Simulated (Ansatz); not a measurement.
## ZnO: what a change does to the field gradients

Base: an entry of the Crystallography Open Database (COD), ions relaxed with PBE at fixed cell.

```
CELL_PARAMETERS angstrom
3.24940 0.00000 0.00000
-1.62470 2.81406 0.00000
0.00000 0.00000 5.20380
ATOMIC_POSITIONS crystal
Zn 0.33333 0.66667 0.00048
Zn 0.66667 0.33333 0.50048
O 0.33333 0.66667 0.38162
O 0.66667 0.33333 0.88162
```

Atoms are numbered from 1 in the order listed; like atoms form one site, named after its first atom.

Computed with Ansatz: DFT, PBE, plane waves and PAW, scalar-relativistic, 420 eV cutoff, Γ-centred 11×11×6 k-points, Fermi–Dirac smearing 0.02 eV.

Q: Variant: z compressed by 2 %, ions relaxed. What happens to the gradients (10²¹ V/m²)?

A: 

```csv
site,atoms,V_zz base,η base,V_zz variant,η variant
Zn,"1, 2",0.54,0.00,0.83,0.00
O,"3, 4",-0.29,0.00,-0.74,0.00
```

The largest change of V_zz is on O, from -0.29 to -0.74. In per cent, |V_zz| changes by +53 on Zn (all sites that start above 0.5).

For the base: At this cell the principal stresses reach 5 GPa in size with PBE, which can matter for small gradients. With a gap of 0.8 eV on this mesh, small gradients can still move by 0.1 × 10²¹ V/m² or more as the k-mesh gets denser.
For the variant: With a gap of 0.9 eV on this mesh, small gradients can still move by 0.1 × 10²¹ V/m² or more as the k-mesh gets denser. At this changed cell the PBE pressure is 8 GPa.
